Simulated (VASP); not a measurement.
# Cu (Fm-3m) in VASP: relaxation of cell and atoms with LDA

Aim: the relaxation of cell and atoms of Cu with LDA.

Everything below comes from runs of VASP 6.6.1. Logs are shortened: lines on timing, memory, paths and dates and some standing lists are left out, and cuts for length are marked.

**1. Starting point**

The structure is cubic, space group Fm-3m (No. 225). The conventional cell has a = 3.630 Å, b = 3.630 Å, c = 3.630 Å, α = 90.00°, β = 90.00°, γ = 90.00°. Cu (site symmetry m-3m) has 12 Cu at 2.57 Å as nearest neighbours.

The cell was built by a generator and needn't be a form met in nature.

**2. Relaxation of cell and atoms, LDA**

INCAR reads:

```
SYSTEM = Cu
  PREC = Accurate
  ENCUT = 600
  EDIFF = 1E-6
  ISMEAR = 1
  SIGMA = 0.2
  LREAL = .FALSE.
  LASPH = .TRUE.
  NELM = 100
  ALGO = Normal
  ISIF = 3
  LWAVE = .FALSE.
  LCHARG = .FALSE.
  IBRION = 2
  NSW = 40
  EDIFFG = -0.01
  KPAR = 8
```

KPOINTS reads:

```
regular mesh
0
G
  24 24 24
  0 0 0
```

POSCAR reads:

```
Cu
1.0
    0.0000000000      1.8150000000      1.8150000000
    1.8150000000      0.0000000000      1.8150000000
    1.8150000000      1.8150000000      0.0000000000
Cu
1
Direct
    0.0000000000      0.0000000000      0.0000000000
```

Potentials or basis: VASP PAW LDA potentials, release 64 (Cu).

Started as:

```console
cat potpaw_LDA.64/Cu/POTCAR > POTCAR
mpirun -np 8 vasp_std > vasp.out
```

OUTCAR:

```text
SYSTEM = Cu
   PREC = Accurate
   ENCUT = 600
   EDIFF = 1E-6
   ISMEAR = 1
   LREAL = .FALSE.
   LASPH = .TRUE.
   NELM = 100
   ISIF = 3
   IBRION = 2
   NSW = 40
   EDIFFG = -0.01

 ion  position               nearest neighbor table
   1  0.000  0.000  0.000-

  LATTYP: Found a face centered cubic cell.
 ALAT       =     3.6300000000

  Lattice vectors:

 A1 = (   0.0000000000,   1.8150000000,   1.8150000000)
 A2 = (   1.8150000000,   0.0000000000,   1.8150000000)
 A3 = (   1.8150000000,   1.8150000000,   0.0000000000)

Analysis of symmetry for initial positions (statically):
=====================================================================
 Subroutine PRICEL returns:
 Original cell was already a primitive cell.

 Routine SETGRP: Setting up the symmetry group for a
 face centered cubic supercell.

 Subroutine GETGRP returns: Found 48 space group operations
 (whereof 48 operations were pure point group operations)
 out of a pool of 48 trial point group operations.

The static configuration has the point symmetry O_h .

Analysis of symmetry for dynamics (positions and initial velocities):
=====================================================================
 Subroutine PRICEL returns:
 Original cell was already a primitive cell.

 Routine SETGRP: Setting up the symmetry group for a
 face centered cubic supercell.

 Subroutine GETGRP returns: Found 48 space group operations
 (whereof 48 operations were pure point group operations)
 out of a pool of 48 trial point group operations.

The dynamic configuration has the point symmetry O_h .

 Subroutine INISYM returns: Found 48 space group operations
 (whereof 48 operations are pure point group operations),
 and found     1 'primitive' translations

----------------------------------------------------------------------------------------

                                     Primitive cell

  volume of cell :      11.9580

  direct lattice vectors                    reciprocal lattice vectors
     0.000000000  1.815000000  1.815000000    -0.275482094  0.275482094  0.275482094
     1.815000000  0.000000000  1.815000000     0.275482094 -0.275482094  0.275482094
     1.815000000  1.815000000  0.000000000     0.275482094  0.275482094 -0.275482094

  length of vectors
     2.566797616  2.566797616  2.566797616     0.477148983  0.477148983  0.477148983

  position of ions in fractional coordinates (direct lattice)
     0.000000000  0.000000000  0.000000000

  ion indices of the primitive-cell ions
[... 94 lines left out ...]
     AMIX_MAG =   1.60;   BMIX_MAG =  1.00
  volume/ion in A,a.u.               =      11.96        80.70
  Fermi-wavevector in a.u.,A,eV,Ry     =   1.592157  3.008740 34.490258  2.534962
  Thomas-Fermi vector in A             =   2.690585
   LORBIT       =      0    0 simple, 1 ext, 2 COOP (PROOUT), +10 PAW based schemes
   GGA     = CA    functional components
   LHFCALC =     F    Hartree Fock is set to
   AEXX    =    0.0000 exact exchange contribution
   IVDW    =     0    specifies the selected vdW correction
   LEPSILON=     F    determine dielectric tensor
   LRPA    =     F    only Hartree local field effects (RPA)
 conjugate gradient relaxation of ions
 non-spin polarized calculation
 Methfessel and Paxton  Order N= 1 SIGMA  =   0.20
  energy-cutoff  :      600.00
  volume of cell :       11.96
 maximum number of plane-waves:       415
 NGX is ok and might be reduce to    24
   NGX = 11   NGY = 11   NGZ = 11

--------------------------------------- Ionic step        1  -------------------------------------------

 number of electron      10.9999998 magnetization

 Free energy of the ion-electron system (eV)
  ---------------------------------------------------
  ext. energy  EPLUGINS =         0.00000000
  ---------------------------------------------------
  free energy    TOTEN  =        -4.66327818 eV

  energy without entropy =       -4.66408454  energy(sigma->0) =       -4.66354696

------------------------ aborting loop because EDIFF is reached ----------------------------------------

  FORCE on cell =-STRESS in cart. coord.  units (eV):
  Direction    XX          YY          ZZ          XY          YZ          ZX
  --------------------------------------------------------------------------------------
  -------------------------------------------------------------------------------------
  Total       -0.9811389     -0.9811389     -0.9811389      0.0000000     -0.0000000      0.0000000
  in kB     -131.4562354   -131.4562354   -131.4562354      0.0000000     -0.0000000      0.0000000
  external PRESSURE =    -131.4562354 kB  Pullay stress =       0.0000000 kB
[... 57 lines left out ...]
--------------------------------------- Ionic step        3  -------------------------------------------

 number of electron      11.0000003 magnetization

 Free energy of the ion-electron system (eV)
  ---------------------------------------------------
  ext. energy  EPLUGINS =         0.00000000
  ---------------------------------------------------
  free energy    TOTEN  =        -4.70901688 eV

  energy without entropy =       -4.70936267  energy(sigma->0) =       -4.70913214

 E-fermi :   8.3483     XC(G=0): -13.5535

 val. band max:        8.3346044946   @ k =   0.5000   0.1667   0.0417
 cond. band min:       8.4032700417   @ k =  -0.4167   0.1250   0.0417
 fundamental gap:      0.0686655471
 Fermi energy:         8.3482919585

 k-point     1 :       0.0000    0.0000    0.0000
  band No.  band energies     occupation
      1      -1.6105      2.00000
      2       5.0172      2.00000
      3       5.0172      2.00000
      4       5.0172      2.00000
      5       5.9598      2.00000
      6       5.9598      2.00000
      7      31.6145      0.00000
      8      34.6929      0.00000
      9      34.6929      0.00000
[... 265 lines left out ...]
 k-point    24 :       0.4583    0.0417    0.0000
  band No.  band energies     occupation
      1       2.7415      2.00000
      2       4.9735      2.00000
      3       5.0262      2.00000
      4       6.1007      2.00000
      5       6.5853      2.00000
      6       7.0865      2.00000
      7      13.2901      0.00000
      8      29.7970      0.00000
      9      30.5952      0.00000

 [... further k-points ...]

------------------------ aborting loop because EDIFF is reached ----------------------------------------

  FORCE on cell =-STRESS in cart. coord.  units (eV):
  Direction    XX          YY          ZZ          XY          YZ          ZX
  --------------------------------------------------------------------------------------
  -------------------------------------------------------------------------------------
  Total       -0.0078209     -0.0078209     -0.0078209     -0.0000000      0.0000000      0.0000000
  in kB       -1.1449643     -1.1449643     -1.1449643     -0.0000000      0.0000000      0.0000000
  external PRESSURE =      -1.1449643 kB  Pullay stress =       0.0000000 kB
[... 16 lines left out ...]
  FREE ENERGIE OF THE ION-ELECTRON SYSTEM (eV)
  ---------------------------------------------------
  free  energy   TOTEN  =        -4.7090168805 eV

  energy  without entropy=       -4.7093626713  energy(sigma->0) =       -4.70913214

 reached required accuracy - stopping structural energy minimisation
```

OSZICAR:

```text
N       E                     dE             d eps       ncg     rms          rms(c)
DAV:   1     0.386304778239E+02    0.38630E+02   -0.61311E+03  7564   0.230E+03
DAV:   2    -0.515527387219E+01   -0.43786E+02   -0.41722E+02  7469   0.206E+02
DAV:   3    -0.563959541670E+01   -0.48432E+00   -0.48271E+00  8954   0.316E+01
[... 23 lines left out ...]
DAV:   3    -0.473273466127E+01    0.14106E+00   -0.11701E+00  7806   0.274E+01    0.108E+00
DAV:   4    -0.470961930099E+01    0.23115E-01   -0.61734E-02 11270   0.458E+00    0.187E-01
DAV:   5    -0.470902952328E+01    0.58978E-03   -0.39756E-03  8268   0.156E+00    0.347E-02
DAV:   6    -0.470901770332E+01    0.11820E-04   -0.34281E-05 10777   0.101E-01    0.907E-03
DAV:   7    -0.470901688048E+01    0.82284E-06   -0.55038E-06  5664   0.545E-02
   3 F= -.47090169E+01 E0= -.47091321E+01  d E =-.457387E-01
```

Run time: 24 s. Hardware: 8 MPI ranks of Intel Xeon Platinum 8488C (Sapphire Rapids), shared host; peak memory 0.19 GiB.

What came out:

* Free energy: -4.7090 eV
* Relaxed volume: 10.94 Å³/atom
* Relaxed cell: a = 2.492 Å, b = 2.492 Å, c = 2.492 Å, α = 60.00°, β = 60.00°, γ = 60.00°
* Space group after relaxing (to 0.05 Å): Fm-3m (No. 225)
* Energy gained by relaxing: 45.7 meV/atom
* Ionic steps: 3
* Pressure after relaxing: -0.1 GPa
* Band gap on the k mesh: none (metal or under the smearing width)

Step by step:
```csv
step,energy change (eV),largest force (eV/Å),pressure (GPa),volume (Å³)
1,0.0000,0.0000,-13.15,11.96
2,-0.0245,0.0000,11.94,10.34
3,-0.0457,0.0000,-0.11,10.94
```

Final structure:
```xyz
1
Lattice="0.0000 1.7622 1.7622 1.7622 0.0000 1.7622 1.7622 1.7622 0.0000" Properties=species:S:1:pos:R:3 pbc="T T T"
Cu    0.0000    0.0000    0.0000
```

Levels at points of the mesh, in eV from the Fermi level:
```csv
k point,band 4,band 5,band 6,band 7,band 8,band 9
"(0.00, 0.00, 0.00)",-3.33,-2.39,-2.39,23.27,26.34,26.34
"(0.50, 0.00, 0.00)",-1.75,-1.75,-1.22,4.11,21.75,23.11
"(0.50, 0.50, 0.00)",-1.59,-1.59,1.42,7.65,13.59,13.59
```
